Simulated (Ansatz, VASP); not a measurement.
# One calculation of GaAs, two programs

Contents of INCAR:

```
PREC = Accurate ; ENCUT = 600
EDIFF = 1E-6 ; ISMEAR = 0
SIGMA = 0.05 ; LREAL = F
LASPH = T ; NELM = 100
ALGO = Normal ; ISIF = 3
LWAVE = F ; LCHARG = F
GGA = PE ; IBRION = 2
NSW = 100 ; EDIFFG = -0.005
```

Contents of KPOINTS:

```
regular mesh
0
Gamma
  10 10 10
```

File POSCAR:

```
GaAs
1.0
    0.0000000000      2.8750910496      2.8750910496
    2.8750910496      0.0000000000      2.8750910496
    2.8750910496      2.8750910496      0.0000000000
Ga As
1 1
Direct
    0.0000000000      0.0000000000      0.0000000000
    0.2500000000      0.2500000000      0.2500000000
```

Input for Ansatz:

```yaml
crystal:
  lattice:
    - [0.0, 2.8750910496, 2.8750910496]
    - [2.8750910496, 0.0, 2.8750910496]
    - [2.8750910496, 2.8750910496, 0.0]
  atoms:
    - { symbol: Ga, position: [0.0, 0.0, 0.0] }
    - { symbol: As, position: [0.25, 0.25, 0.25] }
basis:
  ecutwfc: 420
kpoints:
  mp_grid: { grid: [10, 10, 10] }
hamiltonian:
  xc: pbe
scf:
  occupations: { method: gaussian, width: 0.05 }
output:
  forces: true
  stress: true
  eigenvalues: true
  write_density: true
  write_potential: true
  elf: true
  volumetric_format: npy
relax:
  adjacent_minimum: "off"
  f_tol: 0.005
  max_steps: 80
  cell: { stress_tol: 0.05 }
```

The cell is a database's computed one.

Alike in both runs: task relaxation of cell and atoms; functional PBE; k mesh 10 × 10 × 10; occupations gaussian, width 0.05 eV; no spin polarisation.

|  | VASP | Ansatz |
| --- | --- | --- |
| version | VASP 6.6.1 | Ansatz 0.2.0 |
| potentials or method | VASP PAW PBE potentials, release 64 (Ga_d, As) | scalar-relativistic, plane waves, PAW |
| plane-wave cutoff (eV) | 600 | 420 |
| valence electrons in the cell | 18 | 28 |

```tsv
	VASP	Ansatz	Ansatz less VASP
gap on the k mesh at the Fermi level, each at its own relaxed structure (eV)	0.14	0.16	+0.013
relaxed volume (Å³/atom)	23.77	23.71	-0.052
relaxed cell length with the largest relative difference (Å)	4.066	4.063	-0.0030
```

The two sets of potentials don't hold the same shells in valence.

Caveats: the relaxation stopped at its first step, so nothing moved.
